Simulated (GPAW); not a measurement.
# Ru (P6_3/mmc) in GPAW: further runs

The runs below take Ru through equation of state, band structure, with PBE.

Program: GPAW 26.7.0. These are calculated values, not measurements. Logs are shortened: lines on timing, memory, paths and dates and some standing lists are left out, and cuts for length are marked. The log counts tension as positive stress, the text compression.

## (1) Starting point

Symmetry: P6_3/mmc, No. 194, hexagonal system. Conventional cell: a = 2.706 Å, b = 2.706 Å, c = 4.282 Å, α = 90.00°, β = 90.00°, γ = 120.00°. Ru (site symmetry -6m2) is surrounded by 12 Ru at 2.65 to 2.71 Å.

## (2) Equation of state, PBE

The input, run.py:

```python
from ase.eos import EquationOfState
from ase.io import Trajectory, read
from ase.units import GPa
from gpaw import GPAW, PW, setup_paths

setup_paths.insert(0, '.')

atoms = read('Ru.cif')

traj = Trajectory('eos.traj', 'w')
volumes, energies = [], []
for x in [0.94, 0.96, 0.98, 1.0, 1.02, 1.04, 1.06]:
    a = atoms.copy()
    a.set_cell(atoms.cell * x**(1 / 3), scale_atoms=True)
    calc = GPAW(mode=PW(1100),
                xc='PBE',
                kpts={'size': (8, 8, 5), 'gamma': True},
                occupations={'name': 'fermi-dirac', 'width': 0.05},
                setups='sg15',
                nbands=-13,
                convergence={'density': 1e-05, 'energy': 1e-05},
                maxiter=150,
                txt=f'eos-{x:.2f}.txt')
    a.calc = calc
    energies.append(a.get_potential_energy(force_consistent=True))
    volumes.append(a.get_volume())
    p = -a.get_stress()[:3].mean() / GPa
    calc.write(f'eos-{x:.2f}.gpw')
    traj.write(a)
    print(f'{x:.2f} {volumes[-1]:10.4f} A^3 {energies[-1]:14.6f} eV {p:9.3f} GPa', flush=True)

v0, e0, B = EquationOfState(volumes, energies, eos='birchmurnaghan').fit()
print(f'V0 = {v0:.4f} A^3, E0 = {e0:.6f} eV, B0 = {B / GPa:.2f} GPa')
```

The input, Ru.cif:

```cif
data_Ru
_cell_length_a 2.70580000
_cell_length_b 2.70580000
_cell_length_c 4.28190000
_cell_angle_alpha 90.00000000
_cell_angle_beta 90.00000000
_cell_angle_gamma 120.00000000
_space_group_name_H-M_alt 'P1'
_space_group_name_Hall 'P 1'
_space_group_IT_number 1
loop_
_space_group_symop_operation_xyz
'x,y,z'
loop_
_atom_site_label
_atom_site_type_symbol
_atom_site_symmetry_multiplicity
_atom_site_Wyckoff_symbol
_atom_site_fract_x
_atom_site_fract_y
_atom_site_fract_z
_atom_site_occupancy
Ru1 Ru 1 a 0.6666666667 0.3333333333 0.7500000000 1
Ru2 Ru 1 a 0.3333333333 0.6666666667 0.2500000000 1
```

Potentials or basis: SG15 ONCV 1.2, pw.

The run is started by

```console
$ OMP_NUM_THREADS=1 python run.py
```

Log:

```text
__  _  _
 | _ |_)|_||  |
 |__||  | ||/\| - 26.7.0

Input parameters:
  mode=PW(ecut=1100.0),
  convergence={'density': 1e-05, 'energy': 1e-05},
  kpts=MonkhorstPack(size=(8, 8, 5), gamma=True),
  maxiter=150,
  nbands=-13,
  occupations=Occupations(name='fermi-dirac', width=0.05),
  setups={'default': 'sg15'},
  xc=XC(name='PBE')

Diagonalizing LCAO Hamiltonian
Converting LCAO to pw mode

          Ru

        Ru

Atoms  # Å, Bohr magnetons
|   | symbol |         x |        y |        z |    initial magnetic moments |
|---|--------|-----------|----------|----------|-----------------------------|
| 0 |     Ru |  1.325282 | 0.765152 | 3.145867 | ( 0.0000,  0.0000,  0.0000) |
| 1 |     Ru | -0.000000 | 1.530304 | 1.048622 | ( 0.0000,  0.0000,  0.0000) |

Unit cell  # Å
| periodic |         x |        y |        z |  lengths |     angles |
|----------|-----------|----------|----------|----------|------------|
|      yes |  2.650564 | 0.000000 | 0.000000 | 2.650564 |  90.000000 |
|      yes | -1.325282 | 2.295456 | 0.000000 | 2.650564 |  90.000000 |
|      yes |  0.000000 | 0.000000 | 4.194490 | 4.194490 | 120.000000 |

Number of symmetries: 12
Symmetry operations  # r_c * U_cc + t_c -> r_c
|    | kind |            matrix            |
|----|------|------------------------------|
|  0 |  σ   |  1, 1, 0,  0,-1, 0,  0, 0, 1 |
|  1 |  S6  |  1, 1, 0, -1, 0, 0,  0, 0,-1 |
|  2 |  E   |  1, 0, 0,  0, 1, 0,  0, 0, 1 |
|  3 |  C2  |  1, 0, 0, -1,-1, 0,  0, 0,-1 |
|  4 |  C2  |  0, 1, 0,  1, 0, 0,  0, 0,-1 |
|  5 |  C3  |  0, 1, 0, -1,-1, 0,  0, 0, 1 |
|  6 |  S6  |  0,-1, 0,  1, 1, 0,  0, 0,-1 |
|  7 |  σ   |  0,-1, 0, -1, 0, 0,  0, 0, 1 |
|  8 |  σ   | -1, 0, 0,  1, 1, 0,  0, 0, 1 |
|  9 |  i   | -1, 0, 0,  0,-1, 0,  0, 0,-1 |
| 10 |  C3  | -1,-1, 0,  1, 0, 0,  0, 0, 1 |
| 11 |  C2  | -1,-1, 0,  0, 1, 0,  0, 0,-1 |

BZ-sampling:
  Number of BZ points: 320
  Number of IBZ points: 40

  Monkhorst-Pack size: [8, 8, 5]
  Monkhorst-Pack shift: [0.0625, 0.0625, 0.0]

K-points  # in reciprocal-cell coordinates
|     |                                coordinates |     weight |
|-----|--------------------------------------------|------------|
|   0 | (  0.00000000,   0.00000000,   0.00000000) | 0.00312500 |
|   1 | (  0.00000000,   0.00000000,   0.20000000) | 0.00625000 |
|   2 | (  0.00000000,   0.00000000,   0.40000000) | 0.00625000 |
|   3 | (  0.12500000,   0.00000000,  -0.40000000) | 0.01875000 |
|   4 | (  0.12500000,   0.00000000,  -0.20000000) | 0.01875000 |
|   5 | (  0.12500000,   0.00000000,   0.00000000) | 0.01875000 |
|   6 | (  0.12500000,   0.00000000,   0.20000000) | 0.01875000 |
|   7 | (  0.12500000,   0.00000000,   0.40000000) | 0.01875000 |
|   8 | (  0.25000000,  -0.12500000,   0.00000000) | 0.01875000 |
|   9 | (  0.25000000,  -0.12500000,   0.20000000) | 0.03750000 |
| ... |                                            |            |
|  39 | (  0.50000000,   0.50000000,   0.40000000) | 0.01875000 |

Plane wave coefficients: 2132
Cutoff: 1100.0 eV

Spin-components: 1 (collinear spins)
Bands:           29
Projectors:      12
Spin-degeneracy: 2
Datatype:        complex128

Parallelization:
  kpt:    1
  domain: 1
  band:   1

Density:
  Valence electrons: 32.0
  Components: 1
  Grid points: [21 21 35]
  Charge: 0.0  # |e|

Potential:
  Grid points: [21 21 35]

species:
  Norm-conserving UPF setup:
    Element:   Ru
    Z:         44
    Valence: 16.0
  Projectors:
    l=0 rcut=2.65
    l=0 rcut=2.65
    l=1 rcut=2.65
    l=1 rcut=2.65
    l=2 rcut=2.65
    l=2 rcut=2.65
  No states stored on this setup
  Local potential cutoff: 2.7800000000000002
  Comp charge cutoff:     2.7800000000000002
  File: ./Ru_ONCV_PBE-1.2.upf

    LCAO basis set for Ru:
      Name: atompaw.sz
      This basis set was not loaded from a file
      Number of radial functions: 4
      Number of spherical harmonics: 10
        l=0, rc=8.9500 Bohr: 4s e=-2.816 f=2.000
        l=0, rc=8.9500 Bohr: 5s e=-0.164 f=1.000
        l=1, rc=8.9500 Bohr: 4p e=-1.709 f=6.000
        l=2, rc=8.9500 Bohr: 4d e=-0.195 f=7.000
      Number of RI-basis functions 0

Reference energy: 0.000000  # eV

eigensolver:
  PPCG
  Converge bands: occupied
  niter=2

density mixing:
  MSR1-Mixer
  Pratt-step length: 0.05
  Maximum mixing coefficient: 0.75
  Old densities: 10
  SVD Regularization: 0.005
  Good broyden scale: 1.0
  Trust region scale: 1.0
  Backstep threshold: 4.0
  History deletion threshold: 6.0
  Fourier metric: weight=20.0, sigma=0.015

occupation numbers:
  Fermi-Dirac:
    width: 0.0500  # eV

poisson solver:
  ecut: 8800.0  # eV

xc functional:
  name: PBE with 2 nearest neighbor stencil

convergence criteria:
[... 6 lines left out ...]
|iter     | |      energy | eigst |  dens |
|---------|-|-------------|-------|-------|
|iter:   1| |-5134.209234 | +0.13 |       |
|iter:   2| |-5134.121388 | -1.87 | -1.20 |
|iter:   3| |-5133.637745 | -1.34 | -1.23 |
|iter:   4| |-5133.571618 | -2.51 | -1.85 |
|iter:   5| |-5133.570695 | -3.52 | -2.17 |
|iter:   6| |-5133.570679 | -5.40 | -3.16 |
|iter:   7| |-5133.570685c| -6.40 | -3.58 |
|iter:   8| |-5133.570684c| -7.34 | -4.28 |
|iter:   9| |-5133.570684c| -7.94c| -5.06c|

Converged in 9 steps
Energy contributions relative to reference atoms: (reference = 0.000000)

Energy contributions:
  Kinetic:        1806.317977
  Coulomb:       -6200.384302
  Zero:           -197.158057
  External:          0.000000
  Xc:             -542.341724
  Entropy:          -0.009154
  Spinorbit:         0.000000
  ----------------------------
  Free energy:   -5133.575261
  Extrapolated:  -5133.570684

dipole moment: (-0.000000, -0.000000, -0.000000)  # |e|*Ang

Fermi level: 15.832
Eigenvalues  # (at kpt = [0.000, 0.000, 0.000])
| band index |      eig [eV] | occ [0-2] |
|------------|---------------|-----------|
|          0 |       -57.447 |     2.000 |
|        ... |               |           |
|          9 |         9.122 |     2.000 |
|         10 |        12.974 |     2.000 |
|         11 |        12.974 |     2.000 |
|         12 |        13.168 |     2.000 |
|         13 |        13.728 |     2.000 |
|         14 |        13.728 |     2.000 |
[... 8 lines left out ...]
|         23 |        34.561 |     0.000 |
|         24 |        39.759 |     0.000 |
|        ... |               |           |
|         28 |        41.497 |     0.000 |

No gap
No difference between direct/indirect transitions

Stress tensor  # eV/Ang^3
|         x |         y |         z |
|-----------|-----------|-----------|
| -0.175293 |  0.000000 |  0.000000 |
|  0.000000 | -0.175293 |  0.000000 |
|  0.000000 |  0.000000 | -0.178177 |

# Writing to eos-0.94.gpw (mode='')
```

It took 5.9 min on 1 thread of Arm Neoverse V1, shared host; peak memory 0.32 GiB.

What came out:

- Equilibrium volume: 13.76 Å³/atom
- Bulk modulus at fixed shape and positions: 314 GPa
- Pressure derivative of the bulk modulus: 4.6

Energy against volume, from the lowest point:
```csv
volume (Å³/atom),energy (meV/atom)
12.760,81.59
13.032,41.38
13.303,15.37
13.575,2.04
13.846,0.00
14.118,8.04
14.389,25.30
```

Caveat: the cell was scaled at fixed shape and fractional positions, which overstates the stiffness of a crystal with free parameters, most of all of layers and chains.

## (3) Band structure, PBE

The input, run.py:

```python
from ase.dft.bandgap import bandgap
from ase.io import read, write
from gpaw import GPAW

atoms = read('POSCAR')

calc = GPAW(mode='fd',
            h=0.16,
            xc='PBE',
            kpts={'size': (8, 8, 5), 'gamma': True},
            occupations={'name': 'fermi-dirac', 'width': 0.05},
            nbands=29,
            convergence={'density': 1e-05, 'energy': 1e-05},
            maxiter=150,
            txt='gpaw.txt')
atoms.calc = calc
energy = atoms.get_potential_energy()
forces = atoms.get_forces()
calc.write('gs.gpw')
write('result.traj', atoms)
print(f'Energy: {energy:.6f} eV')
print('Forces (eV/A):')
print(forces.round(4))
print('Fermi level:', round(calc.get_fermi_level(), 4), 'eV')
print(f'Gap: {bandgap(calc)[0]:.4f} eV, direct: {bandgap(calc, direct=True)[0]:.4f} eV')

path = atoms.cell.bandpath('GMKGALHA,LM,KH', npoints=80, eps=1e-4)
bs_calc = calc.fixed_density(kpts=path, symmetry='off', nbands=40,
                             convergence={'bands': 'CBM+6.0', 'eigenstates': 1e-6}, txt='bands.txt')
bs = bs_calc.band_structure()
bs.write('bs.json')
print(f'Gap on the path: {bandgap(bs_calc)[0]:.4f} eV')
```

The input, POSCAR:

```
Ru
1.0
    2.7058000000      0.0000000000      0.0000000000
   -1.3529000000      2.3432915376      0.0000000000
    0.0000000000      0.0000000000      4.2819000000
Ru
2
Direct
    0.6666666667      0.3333333333      0.7500000000
    0.3333333333      0.6666666667      0.2500000000
```

Potentials or basis: GPAW PAW data sets (gpaw-data 1.2.1), fd.

The run is started by

```console
$ OMP_NUM_THREADS=1 python run.py
```

Run time: 4 min. Hardware: 1 thread of Arm Neoverse V2, shared host; peak memory 1.1 GiB.

Results (log left out):

| Item | Value |
| --- | --- |
| Free energy | -19.0035 eV |
| Band gap along the path | none (metal or under the smearing width) |

Levels at the corners of the path, in eV from the Fermi level:
```
point  band 14  band 15  band 16  band 17  band 18  band 19
    Γ    -1.89    -1.89    -1.38    -1.38     1.18     1.18
    M    -1.76    -1.50     1.43     1.85     1.91     4.08
    K    -2.81    -1.05     1.01     1.01     1.43     7.05
    Γ    -1.89    -1.89    -1.38    -1.38     1.18     1.18
    A    -2.73    -2.68    -2.68     0.55     0.55     0.55
    L    -1.05     0.46     0.46     1.68     1.68     3.42
    H    -2.68    -1.17    -1.17     1.23     1.23     8.48
    A    -2.73    -2.68    -2.68     0.55     0.55     0.55
    L    -1.05     0.46     0.46     1.68     1.68     3.42
    M    -1.76    -1.50     1.43     1.85     1.91     4.08
    K    -2.81    -1.05     1.01     1.01     1.43     7.05
    H    -2.68    -1.17    -1.17     1.23     1.23     8.48
```

Caveat: the real-space grid adds noise to forces.
